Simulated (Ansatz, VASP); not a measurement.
# RbBi2: VASP beside Ansatz, part 2 of 2

Wanted: the spread between two codes on one cell, functional and k mesh. The cell is taken from a series of runs on this material, whose earlier steps may have relaxed, scaled, displaced or heated it; both programs get it as it stands.

VASP 6.6.1 and Ansatz 0.2.0.

So far: Set-up; Ansatz: relaxation of cell and atoms, r2SCAN.

**3. VASP: relaxation of cell and atoms, r2SCAN**

Level of this step: r2SCAN; plane waves and PAW (Rb_sv, Bi_d) (VASP).

The same cell, functional, mesh and smearing now go to VASP, with its own data sets.

Lines of VASP's logs that name or quote its potential files are left out, and so is its time.

The input, INCAR:

```
SYSTEM = RbBi2
PREC = Accurate
ENCUT = 550
EDIFF = 1E-07
NELM = 120
ISMEAR = 0
SIGMA = 0.1
LREAL = .FALSE.
ALGO = Normal
METAGGA = R2SCAN
LASPH = .TRUE.
NBANDS = 48
LORBIT = 11
LWAVE = .FALSE.
LCHARG = .FALSE.
ISIF = 3
IBRION = 2
NSW = 80
EDIFFG = -0.005
GGA_COMPAT = .FALSE.
NELMIN = 4
LMIXTAU = .TRUE.
KPAR = 2
```

The input, POSCAR:

```
RbBi2
1.0
    0.0000000000      4.8013940000      4.8013940000
    4.8013940000      0.0000000000      4.8013940000
    4.8013940000      4.8013940000      0.0000000000
Rb Bi
2 4
Direct
    0.5000000000      0.5000000000      0.5000000000
    0.7500000000      0.7500000000      0.7500000000
    0.6250000521      0.1250000521      0.1250000521
    0.1250000521      0.1250000521      0.1250000521
    0.1250000521      0.1250000521      0.6250000521
    0.1250000521      0.6250000521      0.1250000521
```

The input, KPOINTS:

```
Automatic mesh
0
Gamma
6 6 6
0 0 0
```

PAW data sets: Rb_sv and Bi_d (PBE family, release 64).

Run with:

```console
mpirun -np 2 vasp_std
```

Numbers of over 12 decimals in the logs are rounded to 6 here.

The program printed:

```text
[banner, memory and clock lines left out]
running    2 mpi-ranks, on    1 nodes
 distrk:  each k-point on    1 cores,    2 groups
 distr:  one band on    1 cores,    1 groups

 POSCAR found type information on POSCAR RbBi
 POSCAR found :  2 types and       6 ions
|                                                                             |
|               ----> ADVICE to this user running VASP <----                  |
|                                                                             |
|     You enforced a specific xc type in the INCAR file but a different       |
|     [... a line on the potential file left out ...]
|     I HOPE YOU KNOW WHAT YOU ARE DOING!                                     |
|                                                                             |

 LDA part: xc-table for (None), standard interpolation
 POSCAR, INCAR and KPOINTS ok, starting setup
 FFT: planning ... GRIDC
 FFT: planning ... GRID_SOFT
 FFT: planning ... GRID
 WAVECAR not read
 entering main loop
       N       E                     dE             d eps       ncg     rms          rms(c)
DAV:   1     0.694367021405E+03    0.69437E+03   -0.40195E+04  1536   0.187E+03
DAV:   2    -0.157795907801E+03   -0.85216E+03   -0.82783E+03  1544   0.522E+02
DAV:   3    -0.277366267046E+03   -0.11957E+03   -0.11637E+03  2072   0.208E+02
DAV:   4    -0.283556600845E+03   -0.61903E+01   -0.61472E+01  1936   0.483E+01
DAV:   5    -0.284072537733E+03   -0.51594E+00   -0.51554E+00  2648   0.108E+01    0.378E+00
DAV:   6    -0.269949416719E+03    0.14123E+02   -0.56758E+00  2144   0.222E+01    0.235E+00
DAV:   7    -0.263924589673E+03    0.60248E+01   -0.82699E-01  1808   0.563E+00    0.154E+00
DAV:   8    -0.264278787343E+03   -0.35420E+00   -0.95392E-01  1576   0.483E+00    0.518E-01
DAV:   9    -0.264223797563E+03    0.54990E-01   -0.42374E-01  1576   0.365E+00    0.256E-01
DAV:  10    -0.264166029580E+03    0.57768E-01   -0.13577E-01  1712   0.178E+00    0.281E-01
DAV:  11    -0.264238727202E+03   -0.72698E-01   -0.36899E-02  1616   0.886E-01    0.600E-02
DAV:  12    -0.264247720073E+03   -0.89929E-02   -0.37350E-02  1616   0.910E-01    0.135E-01
DAV:  13    -0.264233550644E+03    0.14169E-01   -0.49766E-03  1792   0.463E-01    0.106E-01
DAV:  14    -0.264250708530E+03   -0.17158E-01   -0.16475E-02  1560   0.646E-01    0.642E-02
[...]
DAV:  20    -0.264254418565E+03   -0.41837E-05   -0.20650E-06  1944   0.733E-03    0.632E-03
DAV:  21    -0.264254416308E+03    0.22576E-05   -0.20515E-07  1424   0.227E-03    0.602E-03
DAV:  22    -0.264254435526E+03   -0.19218E-04   -0.59784E-06  1560   0.204E-02    0.186E-03
DAV:  23    -0.264254434912E+03    0.61307E-06   -0.34191E-06  1696   0.126E-02    0.207E-03
DAV:  24    -0.264254436000E+03   -0.10871E-05   -0.11216E-06  1432   0.650E-03    0.117E-03
DAV:  25    -0.264254436623E+03   -0.62356E-06   -0.34876E-07  1256   0.357E-03    0.259E-04
DAV:  26    -0.264254436795E+03   -0.17206E-06   -0.25303E-07  1456   0.280E-03    0.327E-04
DAV:  27    -0.264254436806E+03   -0.11090E-07   -0.59363E-08  1000   0.148E-03
   1 F= -.26425444E+03 E0= -.26425444E+03  d E =-.264254E+03
 curvature:   0.00 expect dE= 0.000E+00 dE for cont linesearch  0.000E+00
 trial: gam= 0.00000 g(F)=  0.166E-40 g(S)=  0.392E-04 ort = 0.000E+00 (trialstep = 0.100E+01)
 search vector abs. value=  0.392E-04
 bond charge predicted
       N       E                     dE             d eps       ncg     rms          rms(c)
DAV:   1    -0.264255192364E+03   -0.75557E-03   -0.21763E-02  1840   0.136E+00    0.140E-01
DAV:   2    -0.264254547266E+03    0.64510E-03   -0.12540E-03  1888   0.321E-01    0.600E-02
DAV:   3    -0.264254378886E+03    0.16838E-03   -0.63398E-04  1880   0.217E-01    0.711E-03
DAV:   4    -0.264254441418E+03   -0.62531E-04   -0.14574E-04  1776   0.536E-02    0.527E-03
DAV:   5    -0.264254449531E+03   -0.81129E-05   -0.78682E-06  2048   0.124E-02    0.430E-03
DAV:   6    -0.264254450531E+03   -0.10010E-05   -0.10485E-06  1440   0.555E-03    0.344E-03
DAV:   7    -0.264254454729E+03   -0.41978E-05   -0.17920E-06  1440   0.755E-03    0.737E-04
DAV:   8    -0.264254454447E+03    0.28266E-06   -0.56300E-07  1432   0.579E-03    0.441E-04
DAV:   9    -0.264254455250E+03   -0.80323E-06   -0.24435E-07  1184   0.419E-03    0.182E-04
DAV:  10    -0.264254454959E+03    0.29086E-06   -0.65959E-08   944   0.195E-03    0.184E-04
DAV:  11    -0.264254454982E+03   -0.23336E-07   -0.79191E-09   864   0.683E-04
   2 F= -.26425445E+03 E0= -.26425445E+03  d E =-.181760E-04
 trial-energy change:   -0.000018  1 .order   -0.000018   -0.000039    0.000004
 step:   0.9150(harm=  0.9092)  dis= 0.00000  next Energy=  -264.254455 (dE=-0.183E-04)
 reached required accuracy - stopping structural energy minimisation
```

From OUTCAR (step 3):

```text
ion  position               nearest neighbor table
   1  0.500  0.500  0.500-   3 3.98   5 3.98   6 3.98   4 3.98   4 3.98   4 3.98   3 3.98   6 3.98
                             6 3.98   5 3.98   3 3.98   5 3.98   2 4.16   2 4.16   2 4.16   2 4.16
   2  0.750  0.750  0.750-   3 3.98   6 3.98   3 3.98   5 3.98   5 3.98   6 3.98   4 3.98   4 3.98
                             4 3.98   3 3.98   5 3.98   6 3.98   1 4.16   1 4.16   1 4.16   1 4.16
   3  0.625  0.125  0.125-   4 3.40   5 3.40   6 3.40   4 3.40   5 3.40   6 3.40   1 3.98   2 3.98
                             2 3.98   1 3.98   1 3.98   2 3.98
   4  0.125  0.125  0.125-   3 3.40   5 3.40   6 3.40   5 3.40   6 3.40   3 3.40   1 3.98   1 3.98
                             1 3.98   2 3.98   2 3.98   2 3.98
   5  0.125  0.125  0.625-   4 3.40   3 3.40   4 3.40   6 3.40   6 3.40   3 3.40   1 3.98   2 3.98
                             2 3.98   1 3.98   1 3.98   2 3.98
   6  0.125  0.625  0.125-   4 3.40   5 3.40   3 3.40   4 3.40   5 3.40   3 3.40   1 3.98   2 3.98
                             2 3.98   1 3.98   1 3.98   2 3.98

  LATTYP: Found a face centered cubic cell.
 ALAT       =     9.6027880000

 Subroutine GETGRP returns: Found 48 space group operations
 (whereof 24 operations were pure point group operations)

The static configuration has the point symmetry T_d .
 The point group associated with its full space group is O_h .

 Found     16 irreducible k-points:

   k-points           NKPTS =     16   k-points in BZ     NKDIM =     16   number of bands    NBANDS=     48

   dimension x,y,z NGX =    54 NGY =   54 NGZ =   54
   dimension x,y,z NGXF=   108 NGYF=  108 NGZF=  108

   ENCUT  =  550.0 eV  40.42 Ry    6.36 a.u.  12.98 12.98 12.98*2*pi/ulx,y,z

   NELECT =      78.0000    total number of electrons

 k-points in reciprocal lattice and weights: Automatic mesh
   0.00000000  0.00000000  0.00000000       0.005
   0.16666667  0.00000000  0.00000000       0.037
   0.33333333  0.00000000  0.00000000       0.037
   0.50000000  0.00000000  0.00000000       0.019
   0.16666667  0.16666667  0.00000000       0.028
   0.33333333  0.16666667  0.00000000       0.111
   0.50000000  0.16666667  0.00000000       0.111
  -0.33333333  0.16666667  0.00000000       0.111
  -0.16666667  0.16666667  0.00000000       0.056
[...]
-0.33333333  0.33333333  0.16666667       0.111
  -0.33333333  0.50000000  0.16666667       0.056

 average (electrostatic) potential at core
       1 -39.9287       2 -39.9287       3-112.7238       4-112.7238       5-112.7238
       6-112.7238

 E-fermi :   4.6122

 k-point     1 :       0.0000    0.0000    0.0000
  band No.  band energies     occupation
    ...
     34       1.3157      2.00000
     35       1.3157      2.00000
     36       1.3157      2.00000
     37       2.2528      2.00000
     38       2.2528      2.00000
     39       6.1919      0.00000
     40       7.5448      0.00000
     41       7.5448      0.00000
     42       7.5448      0.00000
     43       8.4929      0.00000
    ...

 k-point     2 :       0.1667    0.0000    0.0000
  band No.  band energies     occupation
    ...
     34       1.3924      2.00000
     35       1.4632      2.00000
     36       1.4632      2.00000
     37       2.3869      2.00000
     38       2.3869      2.00000
     39       6.5595      0.00000
     40       6.7012      0.00000
     41       6.7012      0.00000
     42       7.5742      0.00000
     43       7.6868      0.00000
    ...

 k-point     3 :       0.3333    0.0000    0.0000
  band No.  band energies     occupation
    ...
     34       1.7249      2.00000
     35       1.7249      2.00000
     36       2.0493      2.00000
     37       2.8939      2.00000
     38       2.8939      2.00000
     39       5.2600      0.00000
     40       5.2600      0.00000
     41       5.7012      0.00000
     42       7.2614      0.00000
     43       7.6350      0.00000
    ...

  Total        0.0040262      0.0040262      0.0040262      0.0000000     -0.0000000      0.0000000
  in kB        0.0291674      0.0291674      0.0291674      0.0000000     -0.0000000      0.0000000
  external PRESSURE =       0.0291674 kB  Pullay stress =       0.0000000 kB

  energy-cutoff  :      550.00
  volume of cell :      221.16
      direct lattice vectors                 reciprocal lattice vectors
     0.000000000  4.799838094  4.799838094    -0.104170180  0.104170180  0.104170180
     4.799838094  0.000000000  4.799838094     0.104170180 -0.104170180  0.104170180
     4.799838094  4.799838094  0.000000000     0.104170180  0.104170180 -0.104170180

 POSITION                                       TOTAL-FORCE (eV/Angst)
 -----------------------------------------------------------------------------------
      4.79984      4.79984      4.79984        -0.000000     -0.000000     -0.000000
      7.19976      7.19976      7.19976         0.000000      0.000000      0.000000
      1.19996      3.59988      3.59988         0.000000     -0.000000     -0.000000
      1.19996      1.19996      1.19996        -0.000000      0.000000      0.000000
      3.59988      3.59988      1.19996         0.000000      0.000000     -0.000000
      3.59988      1.19996      3.59988         0.000000     -0.000000      0.000000
 -----------------------------------------------------------------------------------
    total drift:                               -0.002005     -0.002005     -0.002005

  FREE ENERGIE OF THE ION-ELECTRON SYSTEM (eV)
  ---------------------------------------------------
  free  energy   TOTEN  =      -264.2544549823 eV

  energy  without entropy=     -264.2544549558  energy(sigma->0) =     -264.25445497

 reached required accuracy - stopping structural energy minimisation

 total charge
# of ion       s       p       d       tot
------------------------------------------
    1        1.945   5.399   0.032   7.376
    2        1.945   5.399   0.032   7.376
    3        1.490   1.376   9.893  12.758
    4        1.490   1.376   9.893  12.758
    5        1.490   1.376   9.893  12.758
    6        1.490   1.376   9.893  12.758
--------------------------------------------------
tot          9.849  16.303  39.633  65.786

[... 3 further parts left out ...]
```

CONTCAR:

```
RbBi2
   1.00000000000000
     0.0000000000000000    4.7998380942064545    4.7998380942064545
     4.7998380942064545    0.0000000000000000    4.7998380942064545
     4.7998380942064545    4.7998380942064545    0.0000000000000000
  Rb              Bi
     2     4
Direct
     0.5000000000000000    0.5000000000000000    0.5000000000000000
     0.7500000000000000    0.7500000000000000    0.7500000000000000
     0.6250000520999990    0.1250000520999990    0.1250000520999990
     0.1250000520999990    0.1250000520999990    0.1250000520999990
     0.1250000520999990    0.1250000520999990    0.6250000520999990
     0.1250000520999990    0.6250000520999990    0.1250000520999990
```

**4. Differences**

Known differences besides the potentials themselves: VASP keeps PBE cores, Ansatz makes them for the functional; the cutoff is 500 eV in Ansatz and 550 eV in VASP; Ansatz adds a Pulay correction to the stress that steers its cell, VASP none. Total energies have different zeros and are not compared.

The two programs side by side:

```tsv
quantity	Ansatz	VASP	difference
volume (Å³)	221.38	221.16	+0.10 %
edge a after relaxation, in the typed setting (Å)	6.790	6.788	+0.03 %
```

**5. Results**

```json
{
  "difference in volume (relaxation of cell and atoms, r2SCAN)": "0.097 %"
}
```

**Reading.** The difference in volume is 0.097 % (relaxation of cell and atoms, r2SCAN), within the 1.2 % picked in this series as the mark of a large difference, as far as the stopping tolerances let one tell. Such differences can come from data sets, numerical settings and the points named under the comparisons, not from the functional's error against experiment.

[Lines on the potential files, build, host, timing and source positions are cut from VASP's logs without a mark.]

[Logs are printed without paths, hosts, clocks, repeated set-up lines and the standing remarks that a program may print on its own settings, such as how far it seeks lower states.]

[Hosts, paths, dates, database ids (printed as entryN), source tags and the programs' standing remarks are cut or masked in the printed files.]
